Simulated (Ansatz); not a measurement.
# ZnO: the cost of one run

Computed with Ansatz 0.2.0 (DFT PBE, scalar-relativistic, plane waves, PAW, unless a step's input says otherwise).

1 further run of the same task is left out (set aside as unsound or not needed). Runs told in other sessions of the task aren't counted.

**1. The starting structure**

The structure is hexagonal, space group P6_3mc (No. 186). Conventional cell: a = 3.279 Å, b = 3.279 Å, c = 5.293 Å, α = 90.00°, β = 90.00°, γ = 120.00°. Zn (site symmetry 3m) is surrounded by 4 O at 2.00 to 2.01 Å. O (site symmetry 3m) has 4 Zn at 2.00 to 2.01 Å in its first shell of neighbours.

As a file:

```
Zn O
1.0
     3.27948    0.00000    0.00000
    -1.63974    2.84011    0.00000
     0.00000    0.00000    5.29313
Zn O
2 2
Direct
  0.33333 0.66667 0.00150
  0.66667 0.33333 0.50150
  0.33333 0.66667 0.38060
  0.66667 0.33333 0.88060
```

It is the result of an earlier relaxation at this level (volume 12.33 Å³/atom; gap on the mesh: 0.74 eV).

**2. The reference cell**

Reference values: F = -7773.6931 eV; pressure 0.02 GPa; largest force 0.000 eV/Å; gap on the mesh 0.74 eV. It was computed beforehand with the settings of the runs below.

**3. Normal modes**

input.yaml

```yaml
crystal:
  lattice:
    - [3.2794753211, 0.0, 0.0]
    - [-1.6397376605, 2.8401089392, 0.0]
    - [0.0, 0.0, 5.2931304626]
  atoms:
    - { symbol: Zn, position: [0.3333333333, 0.6666666667, 0.0015026881] }
    - { symbol: Zn, position: [0.6666666667, 0.3333333333, 0.5015026881] }
    - { symbol: O, position: [0.3333333333, 0.6666666667, 0.3805973119] }
    - { symbol: O, position: [0.6666666667, 0.3333333333, 0.8805973119] }
basis:
  ecutwfc: 420
kpoints:
  mp_grid: { grid: [12, 12, 6] }
hamiltonian:
  xc: pbe
scf:
  occupations: { method: gaussian, width: 0.05 }
output:
  eigenvalues: true
phonons:
  method: fd
  supercell: [1, 1, 1]
  amplitude: 0.02
  eigenvectors: true
  dielectric: false
```

Started as:

```console
$ ansatz run input.yaml --threads 2 --pin off --max-ram 5120MiB --backend cpu --events-out ev --progress --plain --runs-dir out
```

**Question.** How long does this run take on 2 threads of Arm Neoverse V1, shared host, and how much memory does it need?

About 66 s, with a peak of 0.56 GiB.
